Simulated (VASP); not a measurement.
Here is a VASP 6.6.1 calculation.

The input INCAR:

```
SYSTEM = SnSe2
ALGO = Fast
EDIFF = 1E-8
ENCUT = 600
GGA = PE
ISIF = 2
ISMEAR = 0
KPAR = 2
LASPH = .TRUE.
LCHARG = .FALSE.
LEPSILON = .TRUE.
LREAL = .FALSE.
LWAVE = .FALSE.
NELM = 80
PREC = Accurate
SIGMA = 0.03
```

The input KPOINTS:

```
k-points
0
G
  15 15 7
  0 0 0
```

The input POSCAR:

```
SnSe2                                   
1.0
    3.8731316284     -0.0000000000     -0.0000000000
   -1.9365658142      3.3542303824     -0.0000000000
    0.0000000000      0.0000000000      6.9791752551
  Sn              Se            
     1     2
Direct
     0.0000000000000000    1.0000000000000000    0.0000000000000000
     0.3333333332999970    0.6666666667000030    0.2286244468552879
     0.6666666667000030    0.3333333332999970    0.7713755531447121
```

Potentials or basis: VASP PAW PBE potentials, release 64 (Sn_d, Se).

Launch:

```console
$ cat potpaw_PBE.64/Sn_d/POTCAR potpaw_PBE.64/Se/POTCAR > POTCAR
$ mpirun -np 2 vasp_std > vasp.out
```

(1) Estimate the electronic dielectric tensor (diagonal).

(2) What does it give for the Born charges (mean of the diagonal)?

(3) Estimate the band gap on the k mesh.

## Answers

(1) 10.14, 10.14, 4.92.

(2) Sn +3.76; Se -1.88 e.

(3) 0.69 eV, indirect (least direct gap 1.08 eV).

Caveat: the gap is small at this level, which inflates the dielectric constant; spin-orbit coupling is left out, which moves the levels of the heavy elements; an odd mesh through Γ misses points on the zone boundary, where band edges often lie.
